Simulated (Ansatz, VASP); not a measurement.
## HgTe: VASP beside Ansatz

```
Hg Te
1.0
     4.04276    0.00000    0.00000
     0.00000    4.04276    0.00000
     0.00000    0.00000    3.31185
Hg Te
1 1
Direct
  0.50000 0.50000 0.00000
  0.00000 0.00000 0.50000
```

Alike in both runs: task relaxation of cell and atoms; functional r2SCAN; k mesh 4 × 4 × 6; occupations gaussian, width 0.1 eV; no spin polarisation.

```csv
,VASP,Ansatz
version,VASP 6.6.1,Ansatz 0.2.0
potentials or method,"VASP PAW PBE potentials, release 64 (Hg, Te)","scalar-relativistic, plane waves, PAW"
plane-wave cutoff (eV),600,500
valence electrons in the cell,18,36
```

VASP gave:

| Property | Result |
| --- | --- |
| gap on the k mesh at the Fermi level, each at its own relaxed structure (eV) | none |
| relaxed volume (Å³/atom) | 27.35 |
| relaxed cell length with the largest relative difference (Å) | 4.707 |
| energy change over the relaxation (meV/atom) | -163 |

**Question.** What did Ansatz give for the same quantities?

**Answer.** gap on the k mesh at the Fermi level, each at its own relaxed structure (eV): none; relaxed volume (Å³/atom): 27.29; relaxed cell length with the largest relative difference (Å): 4.733; energy change over the relaxation (meV/atom): -165.

A gap of «none» marks a metal or a gap that the smearing closes. The two sets of potentials don't hold the same shells in valence.

Caveats: the k mesh is coarse (spacing up to 0.39 Å⁻¹), so the values aren't converged; the PAW data sets were made with another functional, which shifts forces and pressure a little (VASP). Spin-orbit coupling is left out, which matters for the levels of Hg, Te.
